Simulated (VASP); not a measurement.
# Ir (Im-3m) in VASP: further runs

One crystal, Ir, is run at these levels: PBE; tasks: single point.

Program: VASP 6.6.1. These are calculated values, not measurements. Logs are shortened: lines on timing, memory, paths and dates and some standing lists are left out, and cuts for length are marked.

## (1) The structure

Symmetry: Im-3m, No. 229, cubic system. The conventional cell has a = 3.048 Å, b = 3.048 Å, c = 3.048 Å, α = 90.00°, β = 90.00°, γ = 90.00°. Around Ir (site symmetry m-3m) lie 8 Ir at 2.64 Å.

The cell was built by a generator and needn't be a form met in nature.

## (2) Single point, PBE

INCAR reads:

```
  ALGO = Fast
  EDIFF = 1E-6
  ENCUT = 520
  GGA = PE
  ISIF = 2
  ISMEAR = 0
  LASPH = True
  LCHARG = True
  LELF = True
  LREAL = False
  LVHAR = True
  LWAVE = False
  NBANDS = 10
  NELM = 100
  PREC = Accurate
  SIGMA = 0.05
```

KPOINTS reads:

```
k-points
0
Gamma
  10 10 10
```

POSCAR reads:

```
Ir
1.0
   -1.5239058711      1.5239058711      1.5239058711
    1.5239058711     -1.5239058711      1.5239058711
    1.5239058711      1.5239058711     -1.5239058711
Ir
1
Direct
    0.0000000000      0.0000000000      0.0000000000
```

Potentials or basis: VASP PAW PBE potentials, release 64 (Ir).

Launch:

```sh
$ cat potpaw_PBE.64/Ir/POTCAR > POTCAR
$ mpirun -np 1 vasp_std > vasp.out
```

OUTCAR:

```text
EDIFF = 1E-6
   ENCUT = 520
   GGA = PE
   ISIF = 2
   ISMEAR = 0
   LASPH = True
   LREAL = False
   NELM = 100
   PREC = Accurate

 ion  position               nearest neighbor table
   1  0.000  0.000  0.000-

  LATTYP: Found a body centered cubic cell.
 ALAT       =     3.0478117422

  Lattice vectors:

 A1 = (  -1.5239058711,   1.5239058711,   1.5239058711)
 A2 = (   1.5239058711,  -1.5239058711,   1.5239058711)
 A3 = (   1.5239058711,   1.5239058711,  -1.5239058711)

Analysis of symmetry for initial positions (statically):
=====================================================================
 Subroutine PRICEL returns:
 Original cell was already a primitive cell.

 Routine SETGRP: Setting up the symmetry group for a
 body centered cubic supercell.

 Subroutine GETGRP returns: Found 48 space group operations
 (whereof 48 operations were pure point group operations)
 out of a pool of 48 trial point group operations.

The static configuration has the point symmetry O_h .

Analysis of symmetry for dynamics (positions and initial velocities):
=====================================================================
 Subroutine PRICEL returns:
 Original cell was already a primitive cell.

 Routine SETGRP: Setting up the symmetry group for a
 body centered cubic supercell.

 Subroutine GETGRP returns: Found 48 space group operations
 (whereof 48 operations were pure point group operations)
 out of a pool of 48 trial point group operations.

The dynamic configuration has the point symmetry O_h .

 Subroutine INISYM returns: Found 48 space group operations
 (whereof 48 operations are pure point group operations),
 and found     1 'primitive' translations

----------------------------------------------------------------------------------------

                                     Primitive cell

  volume of cell :      14.1558

  direct lattice vectors                    reciprocal lattice vectors
    -1.523905871  1.523905871  1.523905871     0.000000000  0.328104255  0.328104255
     1.523905871 -1.523905871  1.523905871     0.328104255  0.000000000  0.328104255
     1.523905871  1.523905871 -1.523905871     0.328104255  0.328104255  0.000000000

  length of vectors
     2.639482395  2.639482395  2.639482395     0.464009487  0.464009487  0.464009487

  position of ions in fractional coordinates (direct lattice)
     0.000000000  0.000000000  0.000000000

  ion indices of the primitive-cell ions
   primitive index   ion index
                 1           1

----------------------------------------------------------------------------------------

 KPOINTS: k-points

Automatic generation of k-mesh.
 Grid dimensions read from file:
 generate k-points for:   10   10   10

 Generating k-lattice:

  Cartesian coordinates                     Fractional coordinates (reciprocal lattice)
     0.000000000  0.032810425  0.032810425     0.100000000  0.000000000  0.000000000
     0.032810425  0.000000000  0.032810425     0.000000000  0.100000000  0.000000000
     0.032810425  0.032810425  0.000000000     0.000000000  0.000000000  0.100000000

  Length of vectors
     0.046400949  0.046400949  0.046400949

  Shift w.r.t. Gamma in fractional coordinates (k-lattice)
     0.000000000  0.000000000  0.000000000

 Subroutine IBZKPT returns following result:
 ===========================================

 Found     47 irreducible k-points:

 Following reciprocal coordinates:
            Coordinates               Weight
  0.000000  0.000000  0.000000      1.000000
  0.100000  0.000000  0.000000     12.000000
  0.200000  0.000000  0.000000     12.000000
  0.300000  0.000000  0.000000     12.000000
  0.400000  0.000000  0.000000     12.000000
  0.500000  0.000000  0.000000      6.000000
[... 16 lines left out ...]
  0.300000  0.300000  0.100000      8.000000
 -0.300000  0.300000  0.100000     24.000000
 [... further k-points ...]
   k-points           NKPTS =     47   k-points in BZ     NKDIM =     47   number of bands    NBANDS=     10
   number of dos      NEDOS =    301   number of ions     NIONS =      1
   total plane-waves  NPLWV =   8000
   dimension x,y,z NGX =    20 NGY =   20 NGZ =   20
   dimension x,y,z NGXF=    40 NGYF=   40 NGZF=   40
   ions per type =               1
   NGX,Y,Z   is equivalent  to a cutoff of  12.60, 12.60, 12.60 a.u.
   NGXF,Y,Z  is equivalent  to a cutoff of  25.19, 25.19, 25.19 a.u.
 SYSTEM =  unknown system
   PREC   = accura    normal or accurate (medium, high low for compatibility)
   ISTART =      0    job   : 0-new  1-cont  2-samecut
   ICHARG =      2    charge: 1-file 2-atom 10-const
   ISPIN  =      1    spin polarized calculation?
   LNONCOLLINEAR =      F non collinear calculations
   LSORBIT =      F    spin-orbit coupling
   LASPH  =      T    aspherical Exc in radial PAW
   ENCUT  =  520.0 eV  38.22 Ry    6.18 a.u.   4.91  4.91  4.91*2*pi/ulx,y,z
   NELM   =    100;   NELMIN=  2; NELMDL= -5     # of ELM steps
   EDIFF  = 0.1E-05   stopping-criterion for ELM
   LREAL  =      F    real-space projection
   EDIFFG = 0.1E-04   stopping-criterion for IOM
   NSW    =      0    number of steps for IOM
   IBRION =     -1    ionic relax: 0-MD 1-quasi-New 2-CG
   NFREE  =      0    steps in history (QN), initial steepest desc. (CG)
   ISIF   =      2    stress and relaxation
   ISYM   =      2    0-nonsym 1-usesym 2-fastsym
   POTIM  = 0.5000    time-step for ionic-motion
   TEBEG  =    0.0;   TEEND  =   0.0 temperature during run
   PSTRESS=    0.0 pullay stress
   NELECT =       9.0000    total number of electrons
   NUPDOWN=      -1.0000    fix difference up-down
   EMIN   =  10.00;   EMAX   =-10.00  energy-range for DOS
   EFERMI =   0.00;   METHOD = LEGACY
   ISMEAR =     0;   SIGMA  =   0.05  broadening in eV -4-tet -1-fermi 0-gaus
   EFERMI_NEDOS =   21; number of points for ismear=-14 and -15
   IALGO  =     68    algorithm
   IMIX   =      4    mixing-type and parameters
     AMIX     =   0.40;   BMIX     =  1.00
     AMIX_MAG =   1.60;   BMIX_MAG =  1.00
  volume/ion in A,a.u.               =      14.16        95.53
  Fermi-wavevector in a.u.,A,eV,Ry     =   1.407702  2.660172 26.961660  1.981626
  Thomas-Fermi vector in A             =   2.529935
   LORBIT       =      0    0 simple, 1 ext, 2 COOP (PROOUT), +10 PAW based schemes
   GGA     = PE    functional components
   LHFCALC =     F    Hartree Fock is set to
   AEXX    =    0.0000 exact exchange contribution
   IVDW    =     0    specifies the selected vdW correction
   LEPSILON=     F    determine dielectric tensor
   LRPA    =     F    only Hartree local field effects (RPA)
 non-spin polarized calculation
 RMM-DIIS sequential band-by-band and
 Gauss-broadening in eV      SIGMA  =   0.05
  energy-cutoff  :      520.00
  volume of cell :       14.16
 maximum number of plane-waves:       394
   NGX =  9   NGY =  9   NGZ =  9

 number of electron       8.9999999 magnetization

 Free energy of the ion-electron system (eV)
  ---------------------------------------------------
  ext. energy  EPLUGINS =         0.00000000
  ---------------------------------------------------
  free energy    TOTEN  =        -8.16319584 eV

  energy without entropy =       -8.15896563  energy(sigma->0) =       -8.16108074

 E-fermi :  10.1550     XC(G=0): -13.9651

 val. band max:       10.1516713938   @ k =   0.4000   0.1000   0.1000
 cond. band min:      10.1619175082   @ k =  -0.2000   0.2000   0.1000
 fundamental gap:      0.0102461144
 Fermi energy:        10.1550044042

 k-point     1 :       0.0000    0.0000    0.0000
  band No.  band energies     occupation
      1      -0.7083      2.00000
      2       6.4171      2.00000
      3       6.4171      2.00000
      4       6.4171      2.00000
      5       9.5836      2.00000
      6       9.5836      2.00000
      7      27.1067      0.00000
      8      27.1067      0.00000
      9      27.1067      0.00000
     10      38.3734      0.00000

 k-point     2 :       0.1000    0.0000    0.0000
  band No.  band energies     occupation
      1      -0.2449      2.00000
      2       6.2023      2.00000
      3       6.3952      2.00000
      4       6.8349      2.00000
      5       9.3093      2.00000
      6       9.5996      2.00000
      7      27.3522      0.00000
      8      27.7023      0.00000
      9      27.8399      0.00000
     10      35.4248      0.00000

 k-point     3 :       0.2000    0.0000    0.0000
  band No.  band energies     occupation
      1       0.9687      2.00000
      2       5.6795      2.00000
      3       6.2799      2.00000
      4       8.0305      2.00000
      5       8.9998      2.00000
      6       9.6728      2.00000
      7      27.1520      0.00000
      8      27.5811      0.00000
      9      29.8695      0.00000
     10      33.7720      0.00000

 k-point     4 :       0.3000    0.0000    0.0000
  band No.  band energies     occupation
      1       2.1679      2.00000
      2       5.0977      2.00000
      3       6.6485      2.00000
      4       9.1640      2.00000
      5       9.7980      2.00000
      6       9.8312      2.00000
      7      24.2896      0.00000
      8      25.4803      0.00000
      9      32.2752      0.00000
     10      32.7524      0.00000
[... 222 lines left out ...]
 k-point    22 :      -0.2000    0.2000    0.1000
  band No.  band energies     occupation
      1       1.3979      2.00000
      2       6.0567      2.00000
      3       6.3678      2.00000
      4       7.9058      2.00000
      5       8.0744      2.00000
      6      10.1619      0.84498
      7      27.4481      0.00000
      8      27.9007      0.00000
      9      30.2098      0.00000
     10      31.4086      0.00000

 k-point    23 :       0.3000    0.3000    0.1000
  band No.  band energies     occupation
      1       4.1482      2.00000
      2       5.7394      2.00000
      3       5.7394      2.00000
      4      10.0904      1.93243
      5      10.0904      1.93243
      6      16.3957      0.00000
      7      19.5437      0.00000
      8      19.5437      0.00000
      9      24.7392      0.00000
     10      35.5843      0.00000

 k-point    24 :      -0.3000    0.3000    0.1000
  band No.  band energies     occupation
      1       2.5917      2.00000
      2       5.5114      2.00000
      3       6.2974      2.00000
      4       8.4620      2.00000
      5       9.6797      2.00000
      6      10.3708      0.00000
      7      24.0943      0.00000
      8      26.5374      0.00000
      9      30.6375      0.00000
     10      33.3039      0.00000

 [... further k-points ...]

------------------------ aborting loop because EDIFF is reached ----------------------------------------

  FORCE on cell =-STRESS in cart. coord.  units (eV):
  Direction    XX          YY          ZZ          XY          YZ          ZX
  --------------------------------------------------------------------------------------
  -------------------------------------------------------------------------------------
  Total        1.9843279      1.9843279      1.9843279      0.0000000      0.0000000     -0.0000000
  in kB      224.5895825    224.5895825    224.5895825      0.0000000      0.0000000     -0.0000000
  external PRESSURE =     224.5895825 kB  Pullay stress =       0.0000000 kB

 VOLUME and BASIS-vectors are now :
 -----------------------------------------------------------------------------
  energy-cutoff  :      520.00
  volume of cell :       14.16
      direct lattice vectors                 reciprocal lattice vectors
    -1.523905871  1.523905871  1.523905871     0.000000000  0.328104255  0.328104255
     1.523905871 -1.523905871  1.523905871     0.328104255  0.000000000  0.328104255
     1.523905871  1.523905871 -1.523905871     0.328104255  0.328104255  0.000000000

 POSITION                                       TOTAL-FORCE (eV/Angst)
 -----------------------------------------------------------------------------------
      0.00000      0.00000      0.00000         0.000000     -0.000000     -0.000000
 -----------------------------------------------------------------------------------
    total drift:                                0.000000      0.000000      0.000000

  FREE ENERGIE OF THE ION-ELECTRON SYSTEM (eV)
  ---------------------------------------------------
  free  energy   TOTEN  =        -8.1631958391 eV

  energy  without entropy=       -8.1589656346  energy(sigma->0) =       -8.16108074
```

Run time: 3.8 s. Hardware: 1 thread of Intel Xeon 6975P-C (Granite Rapids), shared host; peak memory 0.12 GiB.

Results:

* Free energy: -8.1632 eV
* Pressure: 22.5 GPa
* Band gap on the k mesh: none (metal or under the smearing width)

Levels at points of the mesh, in eV from the Fermi level:
```csv
k point,band 3,band 4,band 5,band 6,band 7,band 8
"(0.00, 0.00, 0.00)",-3.74,-3.74,-0.57,-0.57,16.95,16.95
"(0.50, 0.00, 0.00)",-0.74,-0.12,-0.04,2.36,8.29,13.08
"(0.50, 0.50, 0.50)",1.61,1.61,1.61,8.03,8.03,8.03
```

Caveat: so large a pressure means that the cell lies far from this level's equilibrium, or that cutoff or potentials fall short. The run has no spin-orbit coupling, so splittings on Ir are missing.

## (3) Single point, PBE, non-collinear spin, zero start, spin-orbit coupling

This run uses another cell than the first one, of 15.11 Å³/atom, 1.067 times its volume.

INCAR reads:

```
PREC = Accurate
ENCUT = 520
EDIFF = 1E-7
ISMEAR = 0
SIGMA = 0.05
LREAL = False
LASPH = True
NELM = 150
ALGO = Normal
ISIF = 2
LWAVE = False
LCHARG = False
LNONCOLLINEAR = True
MAGMOM = 0 0 0
LORBIT = 11
LSORBIT = True
GGA_COMPAT = False
LORBMOM = True
LMAXMIX = 4
GGA = PE
NBANDS = 20
```

KPOINTS reads:

```
Automatic mesh
0
Gamma
  18 18 18
```

POSCAR reads:

```
Ir
1.0
   -1.5573861384      1.5573861384      1.5573861384
    1.5573861384     -1.5573861384      1.5573861384
    1.5573861384      1.5573861384     -1.5573861384
Ir
1
Direct
    0.0000000000      0.0000000000      0.0000000000
```

Potentials or basis: VASP PAW PBE potentials, release 64 (Ir).

Launch:

```sh
$ cat potpaw_PBE.64/Ir/POTCAR > POTCAR
$ mpirun -np 1 vasp_ncl > vasp.out
```

It took 42 s on 1 thread of Intel Xeon 6975P-C (Granite Rapids), shared host; peak memory 0.21 GiB.

Results (log left out):

```yaml
Free_energy: -8.6522 eV
Pressure: 0.8 GPa
Net_moment: 0.00 μB per cell
Valence_electrons_inside_the_program's_atomic_spheres: Ir 8.21
```

Moments on the atoms (μB; x, y, z):
```
Ir  0.00 0.00 0.00
```
